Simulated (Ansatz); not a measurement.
Crystal: CrO2.

```
Cr O
1.0
     4.42100    0.00000    0.00000
     0.00000    4.42100    0.00000
     0.00000    0.00000    2.91700
Cr O
2 4
Direct
  0.50000 0.50000 0.50000
  0.00000 0.00000 0.00000
  0.80100 0.19900 0.50000
  0.69900 0.69900 0.00000
  0.19900 0.80100 0.50000
  0.30100 0.30100 0.00000
```

Base run:

- Program: Ansatz 0.2.0
- Functional: PBE
- Potentials or basis: Ansatz PAW
- Cutoff: 420 eV (not typed: the program's choice for these potentials)
- k mesh: 6 × 6 × 9
- Occupations: fermi-dirac, width 0.05 eV
- Spin: no spin polarisation

Its results: band gap on the k mesh none (metal or under the smearing width); pressure -4.8 GPa; largest force 0.258 eV/Å.

Problem. The run is repeated on the same cell with these changes: spin from no spin polarisation to collinear spin, ferromagnetic start. What comes out?

Solution. Band gap on the k mesh none (metal or under the smearing width); pressure 2.4 GPa; net moment 4.00 μB per cell; site moments Cr +1.72; O -0.06 μB; largest force 0.277 eV/Å.

Caveats: semilocal functionals often make such compounds metallic where correlation or magnetic order opens a gap, which also shifts bond lengths.
